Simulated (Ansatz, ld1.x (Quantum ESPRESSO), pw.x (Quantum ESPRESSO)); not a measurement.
# What a changed setting does to a pw.x run (bcc S)

Potential: norm-conserving Troullier–Martins (Kleinman–Bylander form), ld1.x (Quantum ESPRESSO) 7.5, PBE; core [Ne], reference 3s2 3p4; waves: 3s (bound): rc 1.40 bohr; 3p (bound): rc 1.30 bohr; 3d channel at 0.35 Ry: rc 1.40 bohr; local part: all-electron potential smoothed inside 1.10 bohr (lloc = -1); core correction: a·sin(br)/r model core inside 1.20 bohr.

The reference run (k-mesh 15³, cutoffs 120/480 Ry, Fermi–Dirac 0.01 Ry, mixing_beta 0.4, conv_thr 1e-9, no spin) gives 0.34 GPa at 15.679 Å³/atom, where all-electron LAPW gives 0.88 GPa. This run, with its own iteration cap, changes conv_thr to 1.0, a wrong or extreme entry chosen on purpose.

```
&control
  calculation='scf', prefix='x', pseudo_dir='./', outdir='./tmp', tstress=.true., disk_io='none'
/
&system
  ibrav=0, nat=1, ntyp=1, ecutwfc=120, ecutrho=480, nbnd=10,
  occupations='smearing', smearing='fd', degauss=0.01
/
&electrons
  conv_thr=1, mixing_beta=0.4, electron_maxstep=70
/
ATOMIC_SPECIES
S 1.0 S.UPF
CELL_PARAMETERS angstrom
  -1.57671351 1.57671351 1.57671351
  1.57671351 -1.57671351 1.57671351
  1.57671351 1.57671351 -1.57671351
ATOMIC_POSITIONS crystal
S 0.0000 0.0000 0.0000
K_POINTS automatic
15 15 15 0 0 0
```

```bash
pw.x < S.scf.in > S.scf.out
```

How does the run end?

It converges in 1 iterations; the free energy moves by +1.5 meV/atom and the pressure by -4.16 GPa. The result is not a property of the crystal.

```
Message from routine setup:
     using ibrav=0 with symmetry is DISCOURAGED, use correct ibrav instead
     lattice parameter (alat)  =       5.1607  a.u.
     unit-cell volume          =     105.8071 (a.u.)^3
     number of electrons       =         6.00
     number of Kohn-Sham states=           10
     kinetic-energy cutoff     =     120.0000  Ry
     charge density cutoff     =     480.0000  Ry
     scf convergence threshold =      1.0E+00
     Exchange-correlation= PBE
     number of k points=   120  Fermi-Dirac smearing, width (Ry)=  0.0100
     iteration #  1     ecut=   120.00 Ry     beta= 0.40
     the Fermi energy is     9.3800 ev
!    total energy              =     -20.78504356 Ry
     estimated scf accuracy    <       0.00098851 Ry
     smearing contrib. (-TS)   =      -0.00363186 Ry
     The total energy is F=E-TS. E is the sum of the following terms:
     one-electron contribution =       5.22794941 Ry
     hartree contribution      =       0.93296719 Ry
     xc contribution           =      -4.95711087 Ry
     ewald contribution        =     -21.98521742 Ry
     convergence has been achieved in   1 iterations
          total   stress  (Ry/bohr**3)                   (kbar)     P=      -38.20
     Message from routine punch:
     Nothing written, as per user request (disk_io='none')
```

The run took about 7.7 s on one core of a shared host (Intel(R) Xeon(R) Gold 6455B, 64 threads, 503 GiB, load 20).
